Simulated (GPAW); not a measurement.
**Ge in GPAW: convergence with broadening (eV)**

Crystal: Ge.

```xyz
2
Lattice="4.0007 0.0000 0.0000 2.0003 3.4647 0.0000 2.0003 1.1549 3.2665" Properties=species:S:1:pos:R:3 pbc="T T T"
Ge    6.0010    3.4647    2.4499
Ge    4.0007    2.3098    1.6333
```

| Quantity | Value |
| --- | --- |
| Program | GPAW 26.7.0 |
| Task | G0W0 quasiparticle levels |
| Functional | PBE |
| Potentials or basis | GPAW PAW data sets (gpaw-data 1.2.1) |
| Cutoff | 450 eV |
| Basis | pw |
| k mesh | 4 × 4 × 4 |
| Occupations | fermi-dirac, width 0.001 eV |
| Spin | no spin polarisation |
| Frequency | full |
| Extrapolate | no |
| Qp bands | 1 |
| Response ecut | 80 eV |
| Domega0 | 0.05 eV |
| Eta | 0.05 eV |
| Maxiter | 150 |
| Integrate gamma | WS |
| Vertex | none |
| All k | no |
| Response bands | 73 |
| Omega2 | 10 eV |

These are the settings of the first run; the series varies broadening (eV), with any setting tied to it.

Hardware: 1 thread of Arm Neoverse V2, on a shared host.

```tsv
broadening (eV)	quasiparticle gap at the points computed (eV)	SCF cycles	CPU time (s)	peak memory (GiB)
0.05	1.203	10	30	0.4
0.1	1.183	10	30	0.4
0.2	1.190	10	30	0.39
0.3	1.200	10	30	0.4
0.5	1.218	10	30	0.39
```

Against the tightest run, the quasiparticle gap at the points computed stays within 0.05 eV from 0.05 on. The tightest run that finished is the yardstick and may itself not be fully converged.

Caveat, for the tightest run too: the k mesh is coarse (spacing up to 0.48 Å⁻¹), so the values aren't converged; the quasiparticle gap is taken among the few k points that were corrected; the long-wavelength limit can be off by a per cent or two.
